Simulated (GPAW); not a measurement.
## B/Pt(111): work function by functional and basis

How far do functional and basis move the work function of B/Pt(111)?

Main program and level: GPAW 26.7.0; GPAW, PAW setups; slab in vacuum, relaxation, in the first sound run; inputs show where later runs differ.

This is a report of a sequence of runs, with most program output left out.

**1. Starting point**

The cell holds 5 atoms: 4 Pt and 1 B. Its edges and angles: a = 2.772 Å, b = 2.772 Å, c = 26.990 Å, α = 90.0°, β = 90.0°, γ = 60.0°. Vacuum lies along c.

Coordinates:

```
Pt B
1.0
     2.77186    0.00000    0.00000
     1.38593    2.40050    0.00000
     0.00000    0.00000   26.98964
Pt B
4 1
Direct
  0.00000 0.00000 0.33346
  0.33333 0.33333 0.41732
  0.66667 0.66667 0.50117
  0.00000 0.00000 0.58503
  0.00000 0.00000 0.66654
```

**2. Relaxing the atoms**

The atoms are relaxed first, since the surface dipole, and with it the work function, follows the positions of the outer layers. The lowest 2 atoms are held at bulk positions and keep their forces.

File run.py:

```python
import json
import numpy as np
from ase import Atoms
from ase.constraints import FixAtoms
from ase.optimize import BFGS
from gpaw import GPAW, PW

slab = Atoms(
    ['Pt', 'Pt', 'Pt', 'Pt', 'B'],
    positions=[
        [0.00000, 0.00000, 9.00000],
        [1.38593, 0.80017, 11.26321],
        [2.77186, 1.60033, 13.52643],
        [0.00000, 0.00000, 15.78964],
        [0.00000, 0.00000, 17.98964]],
    cell=[[2.77186, 0.0, 0.0], [1.38593, 2.4005, 0.0], [0.0, 0.0, 26.98964]],
    pbc=[True, True, False])

slab.calc = GPAW(mode=PW(500), xc='PBE', kpts={'size': (13, 13, 1), 'gamma': True},
                 occupations={'name': 'fermi-dirac', 'width': 0.1}, nbands='200%',
                 convergence={'density': 1e-05}, maxiter=200,
                 poissonsolver={'dipolelayer': 'xy'},
                 symmetry={'tolerance': 1e-3, 'extra_ids': [1, 1, 0, 0, 0]}, txt='slab.txt')
result = {}
slab.set_constraint(FixAtoms([0, 1]))
path = []
opt = BFGS(slab, maxstep=0.2)
opt.attach(lambda: path.append((slab.get_potential_energy(), slab.positions.tolist(), slab.get_forces().tolist())))
result['relaxed'] = bool(opt.run(fmax=0.03, steps=40))
result['path'] = path
energy = slab.get_potential_energy()
fermi = slab.calc.get_fermi_level()
v = slab.calc.get_electrostatic_potential().mean((0, 1)) - fermi
n = slab.calc.get_pseudo_density().mean((0, 1))
L = slab.cell[2, 2]
z = np.arange(len(v)) * L / len(v)
low, high = slab.positions[:, 2].min(), slab.positions[:, 2].max()
below, above = np.interp([low - 6.8, high + 6.8], z, v)
slopes = [np.interp(x, z, np.gradient(v, z)) for x in (low - 6.8, high + 6.8)]
eps = np.array([[slab.calc.get_eigenvalues(k, s) for k in range(len(slab.calc.get_ibz_k_points()))]
                for s in range(slab.calc.get_number_of_spins())]) - fermi
top, bottom = eps[eps < 0].max(), eps[eps > 0].min()
dipole = slab.get_dipole_moment()[2]
print(f'energy {energy:.4f} eV, Fermi level {fermi:.4f} eV, dipole {dipole:.5f} e A')
print(f'potential 6.8 A off the faces, from the Fermi level: lower {below:.4f} eV, upper {above:.4f} eV')
print(f'slope of the potential there: lower {slopes[0]:.5f}, upper {slopes[1]:.5f} eV/A')
print(f'nearest levels on the mesh: {top:.4f} and {bottom:.4f} eV')
print('magnetic moment', round(slab.get_magnetic_moment(), 3))
result.update(energy=energy, fermi=fermi, dipole=dipole, below=below, above=above, slopes=slopes, edges=[top, bottom],
              z=z.tolist(), v=v.tolist(), n=n.tolist(), positions=slab.positions.tolist(),
              forces=slab.get_forces(apply_constraint=False).tolist(), moments=slab.get_magnetic_moments().tolist())
json.dump(result, open('result.json', 'w'))
```

The run is started by

```sh
$ OMP_NUM_THREADS=1 OPENBLAS_NUM_THREADS=1 python run.py
```

Elapsed: 55 min, on 1 thread of Arm Neoverse V1, shared host; peak memory 0.31 GiB.

Step by step:

```
step  energy less that of the first step (eV)  largest force (eV/Å)
   1                                   0.0000                2.4930
   2                                  -0.1226                2.1447
   3                                  -0.1924                2.9140
   4                                  -0.3260                1.0612
   5                                  -0.3620                0.4464
   6                                  -0.3700                0.3273
   7                                  -0.3720                0.2749
   8                                  -0.3790                0.1945
   9                                  -0.3804                0.1681
  10                                  -0.3835                0.2060
  11                                  -0.3873                0.2369
  12                                  -0.3924                0.1826
  13                                  -0.3946                0.1000
  14                                  -0.3951                0.0218
```

The atoms that moved most (Å):

```
atom     dx     dy     dz  length
 Pt4  0.000  0.000  0.293   0.293
 Pt3  0.000  0.000  0.088   0.088
  B5  0.000  0.000  0.024   0.024
```

Final coordinates:

```cif
data_structure
_symmetry_space_group_name_H-M 'P 1'
_symmetry_Int_Tables_number 1
_cell_length_a 2.7719
_cell_length_b 2.7719
_cell_length_c 26.9896
_cell_angle_alpha 90.000
_cell_angle_beta 90.000
_cell_angle_gamma 60.000
_cell_volume 179.58
loop_
_atom_site_label
_atom_site_type_symbol
_atom_site_fract_x
_atom_site_fract_y
_atom_site_fract_z
_atom_site_occupancy
Pt1 Pt 0.00000 0.00000 0.33346 1
Pt2 Pt 0.33333 0.33333 0.41732 1
Pt3 Pt 0.66667 0.66667 0.50443 1
Pt4 Pt 0.00000 0.00000 0.59588 1
B5 B 0.00000 0.00000 0.66744 1
```

Numbers from this step:

```yaml
dipole_along_the_normal: -0.02183 e·Å
levels_nearest_the_fermi_level_on_the_mesh: -0.007169, 0.002013 eV from the Fermi level
upper_work_function: 6.300 eV
lower_work_function: 5.702 eV
```

The electrostatic potential energy of an electron (without an applied field's), less the Fermi level, planar mean oscillates, so the rows of the table below give means over windows of 2.41 Å about each position, cut where the curve ends. Its maxima inside the range that stand out by 2 % of the span (Å: eV): 10.1: -0.209, 12.4: 0.397, 14.8: 0.950, 17.3: 0.113. Its minima: 9.0: -26.8, 11.3: -27.1, 13.6: -27.0, 16.1: -27.2, 18.0: -12.1.

Table of electrostatic potential energy of an electron (without an applied field's), less the Fermi level, planar mean by z; means over each step:

```
z (Å)  electrostatic potential energy of an electron (without an applied field's), less the Fermi level, planar mean (eV)
 1.21                                                                                                                5.73
 3.62                                                                                                                5.70
 6.03                                                                                                                5.63
 8.44                                                                                                               -9.11
10.85                                                                                                               -11.6
13.26                                                                                                               -11.1
15.67                                                                                                               -11.0
18.08                                                                                                               -2.44
20.48                                                                                                                6.16
22.90                                                                                                                6.30
25.30                                                                                                                6.30
```

Pseudo valence density, planar mean against z:

```
z (Å)  pseudo valence density, planar mean (e/Å³)
  5.5                                      1.8e-4
  6.0                                      7.0e-4
  6.5                                     0.00291
  7.0                                      0.0122
  7.5                                      0.0508
  8.0                                       0.231
  8.5                                       0.935
  9.0                                        2.31
  9.5                                       0.969
 10.0                                       0.349
 10.5                                       0.497
 11.0                                        1.76
 11.5                                        1.84
 12.0                                       0.509
 12.5                                       0.291
 13.0                                       0.707
 13.5                                        2.26
 14.0                                        1.32
 14.5                                       0.364
 15.0                                       0.255
 15.5                                       0.755
 16.0                                        2.35
 16.5                                        1.20
 17.0                                       0.397
 17.5                                       0.295
 18.0                                       0.236
 18.5                                       0.223
 19.0                                      0.0905
 19.5                                      0.0243
 20.0                                     0.00583
 20.5                                     0.00133
 21.0                                      2.9e-4
 21.5                                      6.5e-5
```

The relaxation lowered the energy of the cell by 0.395 eV (energies extrapolated to zero smearing; the optimiser's log prints free energies). The largest force left on a free atom is 0.022 eV/Å.

**3. Plane waves, PBE**

With the geometry fixed, the planar mean of the potential gives the vacuum level on each side.

This step: GPAW, PAW setups; slab in vacuum (GPAW 26.7.0).

Changes to run.py since step 2:

```diff
@@ -3,4 +3,2 @@
 from ase import Atoms
-from ase.constraints import FixAtoms
-from ase.optimize import BFGS
 from gpaw import GPAW, PW
@@ -12,5 +10,5 @@
         [1.38593, 0.80017, 11.26321],
-        [2.77186, 1.60033, 13.52643],
-        [0.00000, 0.00000, 15.78964],
-        [0.00000, 0.00000, 17.98964]],
+        [2.77186, 1.60033, 13.61430],
+        [-0.00000, 0.00000, 16.08245],
+        [-0.00000, 0.00000, 18.01398]],
     cell=[[2.77186, 0.0, 0.0], [1.38593, 2.4005, 0.0], [0.0, 0.0, 26.98964]],
@@ -22,10 +20,4 @@
                  poissonsolver={'dipolelayer': 'xy'},
-                 symmetry={'tolerance': 1e-3, 'extra_ids': [1, 1, 0, 0, 0]}, txt='slab.txt')
+                 symmetry={'tolerance': 1e-3}, txt='slab.txt')
 result = {}
-slab.set_constraint(FixAtoms([0, 1]))
-path = []
-opt = BFGS(slab, maxstep=0.2)
-opt.attach(lambda: path.append((slab.get_potential_energy(), slab.positions.tolist(), slab.get_forces().tolist())))
-result['relaxed'] = bool(opt.run(fmax=0.03, steps=40))
-result['path'] = path
 energy = slab.get_potential_energy()
```

It took 5.7 min on 1 thread; peak memory 0.31 GiB.

Numbers from this step:

```yaml
dipole_along_the_normal: -0.02185 e·Å
levels_nearest_the_fermi_level_on_the_mesh: -0.007143, 0.002009 eV from the Fermi level
lower_work_function: 5.703 eV
```

The electrostatic potential energy of an electron (without an applied field's), less the Fermi level, planar mean oscillates, so the rows of the table below give means over windows of 2.41 Å about each position, cut where the curve ends. Its maxima inside the range that stand out by 2 % of the span (Å: eV): 10.1: -0.209, 12.4: 0.397, 14.8: 0.951, 17.3: 0.113. Its minima: 9.0: -26.8, 11.3: -27.1, 13.6: -27.0, 16.1: -27.2, 18.0: -12.1.

Electrostatic potential energy of an electron (without an applied field's), less the Fermi level, planar mean against z; means over each step:

z (Å), electrostatic potential energy of an electron (without an applied field's), less the Fermi level, planar mean (eV) and a bar from the least value:
```
     1.21        5.7 #############################
     3.62        5.7 #############################
     6.03        5.6 #############################
     8.44       -9.1 ####
    10.85      -11.6 
    13.26      -11.1 #
    15.67      -11.0 #
    18.08       -2.4 ###############
    20.48        6.2 ##############################
    22.90        6.3 ##############################
    25.30        6.3 ##############################
```

The pseudo valence density, planar mean oscillates, so the rows of the table below give means over windows of 2.31 Å about each position, cut where the curve ends. Its maxima inside the range that stand out by 2 % of the span (Å: e/Å³): 9.1: 2.35, 11.2: 2.34, 13.7: 2.35, 16.0: 2.35. Its minima: 10.2: 0.327, 12.3: 0.291, 14.8: 0.233.

Table of pseudo valence density, planar mean by z; means over each step:

```
z (Å)  pseudo valence density, planar mean (e/Å³)
 3.46                                      2.5e-6
 5.77                                     0.00151
 8.08                                       0.742
10.39                                        1.08
12.70                                        1.01
15.01                                       0.902
17.32                                       0.578
19.63                                      0.0501
21.94                                      8.1e-5
```

Force by atom:

```
atom  x (eV/Å)  y (eV/Å)  z (eV/Å)   size
 Pt1     0.000     0.000    -0.555  0.555
 Pt2     0.000     0.000     0.580  0.580
 Pt3     0.000     0.000    -0.021  0.021
 Pt4     0.000     0.000    -0.012  0.012
  B5     0.000     0.000     0.012  0.012
```

The potential is flat to 1.4e-4 eV/Å where it is read, so the vacuum is wide enough.

**4. Self-consistent run: xc = "vdW-DF2"**

The same geometry under vdW-DF2, to see how far the functional moves the levels against the vacuum (the van der Waals functionals take revPBE setups).

Changes to run.py since step 3:

```diff
@@ -16,3 +16,3 @@
 
-slab.calc = GPAW(mode=PW(500), xc='PBE', kpts={'size': (13, 13, 1), 'gamma': True},
+slab.calc = GPAW(mode=PW(500), xc='vdW-DF2', kpts={'size': (13, 13, 1), 'gamma': True},
                  occupations={'name': 'fermi-dirac', 'width': 0.1}, nbands='200%',
```

Wall time 4.7 min (1 thread); peak memory 0.47 GiB.

Numbers from this step:

| Property | Result |
| --- | --- |
| dipole along the normal | -0.02592 e·Å |
| levels nearest the Fermi level on the mesh | -0.01921, 0.001132 eV from the Fermi level |
| upper work function | 6.656 eV |
| lower work function | 5.949 eV |

The electrostatic potential energy of an electron (without an applied field's), less the Fermi level, planar mean oscillates, so the rows of the table below give means over windows of 2.41 Å about each position, cut where the curve ends. Its maxima inside the range that stand out by 2 % of the span (Å: eV): 10.1: -0.687, 12.4: -0.0836, 14.8: 0.437, 17.3: -0.185. Its minima: 9.0: -26.9, 11.3: -27.2, 13.6: -27.1, 16.1: -27.3, 18.0: -12.0.

The electrostatic potential energy of an electron (without an applied field's), less the Fermi level, planar mean by z; means over each step:

```
z (Å)  electrostatic potential energy of an electron (without an applied field's), less the Fermi level, planar mean (eV)
 1.21                                                                                                                5.98
 3.62                                                                                                                5.95
 6.03                                                                                                                5.85
 8.44                                                                                                               -9.21
10.85                                                                                                               -11.9
13.26                                                                                                               -11.4
15.67                                                                                                               -11.3
18.08                                                                                                               -2.40
20.48                                                                                                                6.50
22.90                                                                                                                6.66
25.30                                                                                                                6.66
```

Pseudo valence density, planar mean against z:

```
z (Å)  pseudo valence density, planar mean (e/Å³)
  5.0                                      6.3e-5
  5.5                                      2.5e-4
  6.0                                      9.6e-4
  6.5                                     0.00361
  7.0                                      0.0136
  7.5                                      0.0519
  8.0                                       0.228
  8.5                                       0.933
  9.0                                        2.32
  9.5                                       0.969
 10.0                                       0.342
 10.5                                       0.494
 11.0                                        1.77
 11.5                                        1.85
 12.0                                       0.507
 12.5                                       0.283
 13.0                                       0.707
 13.5                                        2.26
 14.0                                        1.32
 14.5                                       0.361
 15.0                                       0.248
 15.5                                       0.756
 16.0                                        2.36
 16.5                                        1.20
 17.0                                       0.389
 17.5                                       0.292
 18.0                                       0.238
 18.5                                       0.227
 19.0                                      0.0894
 19.5                                      0.0244
 20.0                                     0.00624
 20.5                                     0.00152
 21.0                                      3.5e-4
 21.5                                      8.3e-5
```

Force by atom:

```
atom  x (eV/Å)  y (eV/Å)  z (eV/Å)  size
 Pt1      0.00      0.00     -1.86  1.86
 Pt2      0.00      0.00      0.69  0.69
 Pt3      0.00      0.00      0.17  0.17
 Pt4      0.00      0.00      0.47  0.47
  B5      0.00      0.00      0.54  0.54
```

The upper face's work function is 6.656 eV, against 6.300 eV in the first plane-wave PBE run at this geometry.

**5. Self-consistent run: xc = "LDA"**

The same geometry under LDA, to see how far the functional moves the levels against the vacuum.

Changes to run.py since step 4:

```diff
@@ -16,3 +16,3 @@
 
-slab.calc = GPAW(mode=PW(500), xc='vdW-DF2', kpts={'size': (13, 13, 1), 'gamma': True},
+slab.calc = GPAW(mode=PW(500), xc='LDA', kpts={'size': (13, 13, 1), 'gamma': True},
                  occupations={'name': 'fermi-dirac', 'width': 0.1}, nbands='200%',
```

The job ended after 4.7 min (1 thread; peak memory 0.31 GiB).

This step gave:

```yaml
dipole_along_the_normal: -0.01335 e·Å
levels_nearest_the_fermi_level_on_the_mesh: -0.007813, 0.04708 eV from the Fermi level
upper_work_function: 6.452 eV
lower_work_function: 6.086 eV
```

The upper face's work function is 6.452 eV, against 6.300 eV in the first plane-wave PBE run at this geometry.

**6. OptPBE vdW: xc = "optPBE-vdW"**

The same geometry under optPBE-vdW, to see how far the functional moves the levels against the vacuum (the van der Waals functionals take revPBE setups).

Changes to run.py since step 5:

```diff
@@ -16,3 +16,3 @@
 
-slab.calc = GPAW(mode=PW(500), xc='LDA', kpts={'size': (13, 13, 1), 'gamma': True},
+slab.calc = GPAW(mode=PW(500), xc='optPBE-vdW', kpts={'size': (13, 13, 1), 'gamma': True},
                  occupations={'name': 'fermi-dirac', 'width': 0.1}, nbands='200%',
```

Run time: 7.1 min. Hardware: 1 thread; peak memory 0.47 GiB.

This step gave:

```yaml
dipole_along_the_normal: -0.02286 e·Å
levels_nearest_the_fermi_level_on_the_mesh: -0.009477, 0.003704 eV from the Fermi level
upper_work_function: 6.476 eV
lower_work_function: 5.851 eV
```

The electrostatic potential energy of an electron (without an applied field's), less the Fermi level, planar mean oscillates, so the rows of the table below give means over windows of 2.41 Å about each position, cut where the curve ends. Its maxima inside the range that stand out by 2 % of the span (Å: eV): 10.1: -0.297, 12.4: 0.306, 14.8: 0.841, 17.3: 0.0315. Its minima: 9.0: -26.7, 11.3: -26.9, 13.6: -26.8, 16.1: -27.1, 18.0: -12.1.

Electrostatic potential energy of an electron (without an applied field's), less the Fermi level, planar mean against z; means over each step:

z (Å), electrostatic potential energy of an electron (without an applied field's), less the Fermi level, planar mean (eV) and a bar from the least value:
```
     1.21        5.9 #############################
     3.62        5.9 #############################
     6.03        5.8 #############################
     8.44       -9.0 ####
    10.85      -11.5 
    13.26      -11.1 #
    15.67      -11.0 #
    18.08       -2.4 ###############
    20.48        6.3 ##############################
    22.90        6.5 ##############################
    25.30        6.5 ##############################
```

The upper face's work function is 6.476 eV, against 6.300 eV in the first plane-wave PBE run at this geometry.

(Continued in part 2 of 2.)

[Logs are printed without paths, hosts, clocks, repeated set-up lines and the standing remarks that a program may print on its own settings, such as how far it seeks lower states.]

[Hosts, paths, dates, database ids (printed as entryN), source tags and the programs' standing remarks are cut or masked in the printed files.]
